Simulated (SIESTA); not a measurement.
HgTe (Coloradoite):

```
Hg Te
1.0
     0.00000    3.21450    3.21450
     3.21450    0.00000    3.21450
     3.21450    3.21450    0.00000
Hg Te
1 1
Cartesian
  0.0000 0.0000 0.0000
  4.8217 4.8217 4.8217
```

Base run:

```yaml
Program: SIESTA 5.4.2
Functional: PBEJsJrLO
Potentials_or_basis: PseudoDojo 0.4 standard (PBE files)
Basis: DZP (energy shift 0.002 Ry)
Grid_cutoff: 800 Ry
Energy_shift: 0.002 Ry
k_mesh: 7 × 7 × 7
Occupations: fermi-dirac, width 0.05 eV
Spin: no spin polarisation
```

Its results: band gap on the k mesh none (metal or under the smearing width); pressure 4.3 GPa.

Problem. After a change of settings the same cell gave: band gap on the k mesh none (metal or under the smearing width); pressure 6.1 GPa. Which change was it?
A. functional from PBEJsJrLO to PBE; k mesh from 7 × 7 × 7 to 5 × 5 × 5
B. functional from PBEJsJrLO to PBE; basis from DZP (energy shift 0.002 Ry) to SZP (energy shift 0.002 Ry)
C. functional from PBEJsJrLO to LDA; potentials or basis from PseudoDojo 0.4 standard (PBE files) to PseudoDojo 0.4 standard (LDA files)
D. functional from PBEJsJrLO to vdW-DF-C09

Solution. A.

Caveats: semicore shells carry a single zeta, which can move pressures by several GPa and volumes by a few percent; the valence orbitals were made in a potential fitted to the semicore shell under them, which widens gaps by tenths of an eV or more; the basis of atomic orbitals isn't converged, which shifts pressures, moduli and gaps; the potentials were made for another functional, which shifts forces and pressure (some runs); the basis holds too few empty states to meet the f-sum rule, so the spectrum is short of weight at high energy (some runs).

Not every run made on this cell is shown here.
